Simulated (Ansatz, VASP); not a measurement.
This is a calculation of Zr for VASP 6.6.1.

INCAR

```
SYSTEM = Zr
  PREC = Accurate
  ENCUT = 520
  EDIFF = 1E-6
  ISMEAR = -1
  SIGMA = 0.05
  LREAL = .False.
  LASPH = .True.
  NELM = 80
  ALGO = Normal
  ISIF = 2
  LWAVE = .False.
  LCHARG = .True.
  GGA = PE
  LELF = .True.
  LVHAR = .True.
  NBANDS = 19
```

KPOINTS

```
Automatic mesh
0
Gamma
  9 9 5
  0 0 0
```

File POSCAR:

```
Zr
1.0
    3.2953886421      0.0000000000      0.0000000000
   -1.6476943210      2.8538902793      0.0000000000
    0.0000000000      0.0000000000      5.2479471970
Zr
2
Direct
    0.6666666667      0.3333333333      0.7500000000
    0.3333333333      0.6666666667      0.2500000000
```

Potentials or basis: VASP PAW PBE potentials, release 64 (Zr_sv).

Run with:

```sh
$ cat potpaw_PBE.64/Zr_sv/POTCAR > POTCAR
$ mpirun -np 1 vasp_std > vasp.out
```

Task: Translate it to Ansatz 0.2.0. Potentials there: all-electron LAPW, scalar-relativistic.

Result: As run (the cutoff follows the program's own potentials):

File input.yaml:

```yaml
crystal:
  lattice:
    - [3.2953886421, 0.0, 0.0]
    - [-1.647694321, 2.8538902793, 0.0]
    - [0.0, 0.0, 5.247947197]
  atoms:
    - { symbol: Zr, position: [0.6666666667, 0.3333333333, 0.75] }
    - { symbol: Zr, position: [0.3333333333, 0.6666666667, 0.25] }
kpoints:
  mp_grid: { grid: [9, 9, 5] }
scf:
  occupations: { method: fermi_dirac, width: 0.05 }
hamiltonian:
  xc: pbe
  pseudopotentials: { kind: all_electron, lapw: { basis_error: 0.0005 } }
output:
  forces: true
  stress: true
  eigenvalues: true
```

Potentials or basis: all-electron LAPW, scalar-relativistic.

Command:

```console
$ ansatz run input.yaml --threads 1 --pin off --max-ram 3072MiB --backend cpu --events-out ev --progress --plain --runs-dir out
```

Both were run:

|  | VASP | Ansatz | Ansatz less VASP |
| --- | --- | --- | --- |
| gap on the k mesh at the Fermi level (eV) | none | none | - |
| pressure (GPa) | -4.6 | -4.6 | +0.01 |
| largest component of the traceless stress (GPa) | 0.26 | 0.26 | +0.002 |

A gap of «none» marks a metal or a gap that the smearing closes. Ansatz ran all-electron here, so the differences hold the error of VASP's frozen core and of both bases.
